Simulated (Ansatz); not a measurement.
# Mg (Im-3m) in Ansatz: convergence with cutoff

Aim: find how far cutoff must go before the results for Mg settle, at PBE. This setting moves, with any that are tied to it; all else stays.

Program: Ansatz 0.2.0. These are calculated values, not measurements. Logs are shortened: lines on timing, memory, paths and dates and some standing lists are left out, and cuts for length are marked.

## 1. The crystal as given

The structure is cubic, space group Im-3m (No. 229). Conventional cell: a = 3.546 Å, b = 3.546 Å, c = 3.546 Å, α = 90.00°, β = 90.00°, γ = 90.00°. Mg (site symmetry m-3m) has 8 Mg at 3.07 Å as nearest neighbours.

This isn't the form of Mg at room conditions, which is hcp.

## 2. With cutoff 80 eV

Input file input.yaml:

```yaml
crystal:
  lattice:
    - [-1.7727644967, 1.7727644967, 1.7727644967]
    - [1.7727644967, -1.7727644967, 1.7727644967]
    - [1.7727644967, 1.7727644967, -1.7727644967]
  atoms:
    - { symbol: Mg, position: [0.0, 0.0, 0.0] }
kpoints:
  mp_grid: { grid: [11, 11, 11] }
scf:
  occupations: { method: fermi_dirac, width: 0.05 }
hamiltonian:
  xc: pbe
  pseudopotentials: { kind: all_electron, lapw: { basis_error: 0.001 } }
output:
  forces: true
  stress: true
  eigenvalues: true
basis:
  ecutwfc: 80
```

Potentials or basis: all-electron LAPW, scalar-relativistic.

On the command line:

```
$ ansatz run input.yaml --threads 1 --pin off --max-ram 3072MiB --backend cpu --events-out ev --progress --plain --runs-dir out
```

Wall time 1.3 s (1 thread of Arm Neoverse V1, shared host); peak memory 0.19 GiB.

What came out:

```yaml
Free_energy: -5451.3603 eV
Pressure: 1.0 GPa
Band_gap_on_the_k_mesh: none (metal or under the smearing width)
```

## 3. With cutoff 110 eV

Changes to input.yaml since step 2:

```diff
@@ -19,2 +19,2 @@
 basis:
-  ecutwfc: 80
+  ecutwfc: 110
```

Potentials or basis: all-electron LAPW, scalar-relativistic.

On the command line:

```
$ ansatz run input.yaml --threads 1 --pin off --max-ram 3072MiB --backend cpu --events-out ev --progress --plain --runs-dir out
```

Wall time 1.5 s (1 thread of Arm Neoverse V1, shared host); peak memory 0.19 GiB.

Results:

```
Free energy            : -5451.3623 eV
Pressure               : 0.9 GPa
Band gap on the k mesh : none (metal or under the smearing width)
```

## 4. With cutoff 140 eV

Changes to input.yaml since step 3:

```diff
@@ -19,2 +19,2 @@
 basis:
-  ecutwfc: 110
+  ecutwfc: 140
```

On the command line:

```
$ ansatz run input.yaml --threads 1 --pin off --max-ram 3072MiB --backend cpu --events-out ev --progress --plain --runs-dir out
```

It took 1.6 s on 1 thread of Arm Neoverse V1, shared host; peak memory 0.19 GiB.

Results:

| Property | Result |
| --- | --- |
| Free energy | -5451.3626 eV |
| Pressure | 0.9 GPa |
| Band gap on the k mesh | none (metal or under the smearing width) |

## 5. With cutoff 180 eV

Changes to input.yaml since step 4:

```diff
@@ -19,2 +19,2 @@
 basis:
-  ecutwfc: 140
+  ecutwfc: 180
```

On the command line:

```
$ ansatz run input.yaml --threads 1 --pin off --max-ram 3072MiB --backend cpu --events-out ev --progress --plain --runs-dir out
```

It took 1.9 s on 1 thread of Arm Neoverse V1, shared host; peak memory 0.2 GiB.

Results:

```
Free energy            : -5451.3627 eV
Pressure               : 0.9 GPa
Band gap on the k mesh : none (metal or under the smearing width)
```

## 6. With cutoff 230 eV

Changes to input.yaml since step 5:

```diff
@@ -19,2 +19,2 @@
 basis:
-  ecutwfc: 180
+  ecutwfc: 230
```

Potentials or basis: all-electron LAPW, scalar-relativistic.

On the command line:

```
$ ansatz run input.yaml --threads 1 --pin off --max-ram 3072MiB --backend cpu --events-out ev --progress --plain --runs-dir out
```

Run time: 2.6 s. Hardware: 1 thread of Arm Neoverse V1, shared host; peak memory 0.22 GiB.

Results:

```
Free energy            : -5451.3627 eV
Pressure               : 0.9 GPa
Band gap on the k mesh : none (metal or under the smearing width)
```

## 7. With cutoff 290 eV

Changes to input.yaml since step 6:

```diff
@@ -19,2 +19,2 @@
 basis:
-  ecutwfc: 230
+  ecutwfc: 290
```

On the command line:

```
$ ansatz run input.yaml --threads 1 --pin off --max-ram 3072MiB --backend cpu --events-out ev --progress --plain --runs-dir out
```

Run time: 3.5 s. Hardware: 1 thread of Arm Neoverse V1, shared host; peak memory 0.24 GiB.

Results:

```yaml
Free_energy: -5451.3627 eV
Pressure: 0.9 GPa
Band_gap_on_the_k_mesh: none (metal or under the smearing width)
```

## 8. With cutoff 360 eV

Changes to input.yaml since step 7:

```diff
@@ -19,2 +19,2 @@
 basis:
-  ecutwfc: 290
+  ecutwfc: 360
```

On the command line:

```
$ ansatz run input.yaml --threads 1 --pin off --max-ram 3072MiB --backend cpu --events-out ev --progress --plain --runs-dir out
```

It took 4.4 s on 1 thread of Arm Neoverse V1, shared host; peak memory 0.28 GiB.

What came out:

```yaml
Free_energy: -5451.3627 eV
Pressure: 0.9 GPa
Band_gap_on_the_k_mesh: none (metal or under the smearing width)
```

## 9. With cutoff 450 eV

Changes to input.yaml since step 8:

```diff
@@ -19,2 +19,2 @@
 basis:
-  ecutwfc: 360
+  ecutwfc: 450
```

Potentials or basis: all-electron LAPW, scalar-relativistic.

On the command line:

```
$ ansatz run input.yaml --threads 1 --pin off --max-ram 3072MiB --backend cpu --events-out ev --progress --plain --runs-dir out
```

It took 6.6 s on 1 thread of Arm Neoverse V1, shared host; peak memory 0.34 GiB.

It converged, with:

| Property | Result |
| --- | --- |
| Free energy | -5451.3627 eV |
| Pressure | 0.9 GPa |
| Band gap on the k mesh | none (metal or under the smearing width) |

## 10. With cutoff 560 eV

Changes to input.yaml since step 9:

```diff
@@ -19,2 +19,2 @@
 basis:
-  ecutwfc: 450
+  ecutwfc: 560
```

Potentials or basis: all-electron LAPW, scalar-relativistic.

On the command line:

```
$ ansatz run input.yaml --threads 1 --pin off --max-ram 3072MiB --backend cpu --events-out ev --progress --plain --runs-dir out
```

What it wrote:

```text
Warning: RAYON_NUM_THREADS=1 ignored (pool sized by the plan → 1); use --threads N
LAPW: plane waves up to 12.124 Å⁻¹, error target 1.0e-3 eV per atom; small_component_spin mean_spin; the cutoff is typed (target and bands ask for 118.0 eV, largest radius times wave number 18.6, largest estimated error of a free atom 2.1e-11 eV); Mg in spheres of 1.535 Å, 10 of its electrons in bands, Dirac shells [] (how accurate: hamiltonian.pseudopotentials.lapw.basis_error, Limitations)
Engine: ansatz 0.2.0, aarch64-unknown-linux-gnu
Pseudopotentials: kind: all_electron
Pseudopotential: Mg, LAPW, valence charge 10, lapw/all_electron/scalar/gaussian/Mg, Koelling and Harmon's equation, gaussian nucleus
Functional definition: PBE
  parameter kappa = 0.804
  parameter beta = 0.06672455060314922
  exchange = pbe_x(kappa = kappa, mu = beta*pi^2/3)
  correlation = pbe_c(beta = beta)
Crystal: 1 atoms, lattice volume = 22.285 Å³
Basis set: ecut = 559.9999999999999 eV, 675 PW (Γ), exchange–correlation at level 2
Bands: 9, of which v1, the nominal top of the filled ones, is band 5 counted from 1 (4 counted from 0)
Symmetry: 48 space group operations
Space group: Im-3m (ITA 229), of the structure as read, at distance tolerance 2.8e-5 Å
k-points: 56 of 1331
Non-local potential: Mg, projectors of the file, none
Initial density: superposition of atomic densities (chi_scale 0.1, normalization cell)
Initial wavefunctions: plane waves of lowest kinetic energy (no species holds an atomic orbital)
Functional: x = pbe(κ = 0.804, μ = 0.2195149727645171), c = pbe(β = 0.06672455060314922)
iter 1 solved again at ethr=1.56e-4 eV; its pass at ethr=1.00e-1 eV (dr2=1.56e-2 eV) is discarded
SCF iter   1: F=—  HF=-5451.371350 eV  |F-HF|=—  |Δ(HF+E_count)|=         —  Δρ=9.15e-3  dr2=1.57e-2  ethr=1.56e-4  ⟨swp⟩=3.2  Hψ=4024  notcnv=0
preconditioner: auto → none  [insulator: Δε(μ)=0.121 eV  Ē_g=10.219 eV  σ=0.050 eV  W_gap=0.51  n_scr=0 (ndim 8)  ℏωp=11.1 eV  f_vac=0.000  D(μ)=0.31/eV (n_scr^D=0)  ε∞_Penn≈2.2]
SCF iter   2: F=—  HF=-5451.364455 eV  |F-HF|=—  |Δ(HF+E_count)|=   6.90e-3  Δρ=4.48e-3  dr2=3.74e-3  ethr=1.56e-4  ⟨swp⟩=2.0  Hψ=1421  notcnv=0
iter 3 solved again at ethr=1.69e-8 eV; its pass at ethr=3.74e-5 eV (dr2=1.69e-6 eV) is discarded
SCF iter   3: F=—  HF=-5451.362722 eV  |F-HF|=—  |Δ(HF+E_count)|=   1.73e-3  Δρ=1.01e-4  dr2=1.68e-6  ethr=1.69e-8  ⟨swp⟩=2.4  Hψ=2470  notcnv=0
SCF iter   4: F=—  HF=-5451.362676 eV  |F-HF|=—  |Δ(HF+E_count)|=   4.62e-5  Δρ=1.69e-5  dr2=3.20e-8  ethr=1.68e-8  ⟨swp⟩=2.0  Hψ=1422  notcnv=0
SCF iter   5: F=-5451.362676 eV  HF=-5451.362676 eV  |F-HF|=6.30e-9  |Δ(HF+E_count)|=   5.90e-8  Δρ=4.15e-6  dr2=2.83e-9  ethr=3.20e-10  ⟨swp⟩=2.9  Hψ=1483  notcnv=0
SCF 1 converged in 5 iterations: F = -5451.362676 eV  dr2 = 2.83e-9
SCF converged after 5 iterations
Free energy (F): -5451.362676 eV
Harris-Foulkes:  -5451.362676 eV  (|F-HF|=6.30e-9)
Internal energy: -5451.360175 eV  (E = F + TS)
E sigma→0 (E₀):  -5451.361425 eV
Entropy (-TS):   -0.002501 eV (-2.501 meV/atom)
Fermi energy:    5.654638 eV
--- Per-component energies (eV) ---
  E_band       = -357.700218
  E_kinetic    = 5459.099678
  E_xc         = -447.691529
  E_electrostatic = -10462.768323  (all electrons and nuclei)
  E_smearing   = -0.002501  (= −TS)
  E_closure    = 0.000000  (closes the sum)
  E_atoms      = -5449.889430  (free atoms, spherical and without spin; not in F)
  Σ components = -5451.362676   (vs F -5451.362676, Δ=0.00e0)
  Basis errors (estimates in eV, not in F): energy 3.4e-6 per atom: plane waves 2.5e-9 (2.3e-9 summed), levels above the bands 6.8e-74, relativity 4.3e-9, radial functions 3.4e-6, core shells 1.4e-16; eigenvalues (radial functions only) 1.2e-4; not estimated: angular momenta, meshes, grids; target (lapw.basis_error) 1.0e-3; muffin-tin radii Mg 1.535 Å
--- Forces (eV/Å), atoms counted from 1 ---
  atom   1  Mg    -0.00000000     0.00000000    -0.00000000
  max |Σ_I F_I| component: 6.98e-32 eV/Å
--- Stress (GPa, compression-positive) ---
        0.911167      -0.000000       0.000000
       -0.000000       0.911167       0.000000
        0.000000       0.000000       0.911167
  P = ⅓ Tr σ = 0.9112 GPa (9.112 kbar)
--- Band table (eV; the first three rows and the last of 56) ---
  k-point 0: bands = ["-70.3624", "-37.0992", "-37.0992", "-37.0992", "-1.4233", "18.8633", "18.8633", "18.8633", "20.9083"]
  k-point 1: bands = ["-70.3621", "-37.1021", "-37.1002", "-37.0991", "-1.2244", "16.8325", "17.9808", "18.0917", "19.5029"]
  k-point 2: bands = ["-70.3613", "-37.1100", "-37.1030", "-37.0991", "-0.6303", "13.6525", "16.6502", "17.0013", "18.1423"]
  k-point 55: bands = ["-70.3559", "-37.1266", "-37.1261", "-37.1261", "7.9311", "9.6761", "9.6761", "9.7592", "11.1067"]
```

It took 9.3 s on 1 thread of Arm Neoverse V1, shared host; peak memory 0.44 GiB.

What came out:

* Free energy: -5451.3627 eV
* Pressure: 0.9 GPa
* Band gap on the k mesh: none (metal or under the smearing width)

## 11. The series at a glance

```tsv
cutoff	energy less the tightest run, at zero smearing (meV/atom)	pressure (GPa)	SCF cycles	CPU time (s)	peak memory (GiB)
80 eV	2.33	0.95	5	1.3	0.19
110 eV	0.39	0.92	5	1.5	0.19
140 eV	0.05	0.91	5	1.6	0.19
180 eV	0.00	0.91	5	1.9	0.2
230 eV	0.00	0.91	5	2.6	0.22
290 eV	0.00	0.91	5	3.5	0.24
360 eV	0.00	0.91	5	4.4	0.28
450 eV	0.00	0.91	5	6.6	0.34
560 eV	0.00	0.91	5	9.3	0.44
```

Against the tightest run, the energy stays within 1 meV/atom from 110 eV on; the pressure stays within 0.1 GPa from 80 eV on. The tightest run that finished is the yardstick and may itself not be fully converged.
